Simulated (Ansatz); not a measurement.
## BaTiO₃ (P4mm), comparing deformations

Computed with Ansatz 0.2.0, DFT r2SCAN, scalar-relativistic, plane waves, PAW. Settings: plane waves to 500 eV, k-mesh 8×8×8 (Γ-centred), Gaussian smearing 0.05 eV. No spin polarisation. Energies are free energies at this smearing, counted from the undisturbed cell; pressure is positive in compression.

The starting cell (relaxed at this level; it needn't be the usual structure):

```yaml
crystal:
  lattice:
    - [3.97232, 0.00000, 0.00000]
    - [0.00000, 3.97232, 0.00000]
    - [0.00000, 0.00000, 4.11238]
  atoms:
    - { symbol: Ba, position: [0.00000, 0.00000, 0.99261] }
    - { symbol: Ti, position: [0.50000, 0.50000, 0.47453] }
    - { symbol: O, position: [0.50000, 0.50000, 0.03157] }
    - { symbol: O, position: [0.50000, 0.00000, 0.51464] }
    - { symbol: O, position: [0.00000, 0.50000, 0.51464] }
```

The cell is strained by ε times a Voigt pattern (xx, yy, zz, yz, xz, xy; engineering shear) with fractional coordinates fixed. τ = (1/V0) dE/dε comes from the stress tensor. Of each scan, only the three points used here are listed.

```csv
pattern,ε,τ (GPa)
"(1, 0, 0, 0, 0, 0)",-0.0100,-3.21
"(1, 0, 0, 0, 0, 0)",0.0000,0.00
"(1, 0, 0, 0, 0, 0)",0.0050,1.49
"(1, 1, 0, 0, 0, 0)",-0.0100,-8.81
"(1, 1, 0, 0, 0, 0)",0.0000,0.00
"(1, 1, 0, 0, 0, 0)",0.0050,4.09
"(0, 0, 1, 0, 0, 0)",-0.0150,-4.87
"(0, 0, 1, 0, 0, 0)",0.0000,0.00
"(0, 0, 1, 0, 0, 0)",0.0150,4.19
```

Question: Which constants do the scans give, and which deformation costs least for the same size of strain tensor?

Answer: The slope dτ/dε at zero (parabola through three points) is pᵀCp: (1, 0, 0, 0, 0, 0) gives C11 = 306 GPa; (1, 1, 0, 0, 0, 0) gives C11 + C22 + 2 C12 = 838 GPa; (0, 0, 1, 0, 0, 0) gives C33 = 302 GPa. The size of the strain tensor, ε:ε, is ε² times 1.0, 2.0, 1.0. Per unit of it the stiffnesses are 306, 419, 302 GPa, so (0, 0, 1, 0, 0, 0) is the softest of these, level with (1, 0, 0, 0, 0, 0): at ε:ε = (1 %)² the quadratic term costs 1.22 meV/atom against 1.70 for the stiffest. These are clamped-ion values.

Forces appear on the atoms along this scan, and letting them relax would lower the energy and soften the response.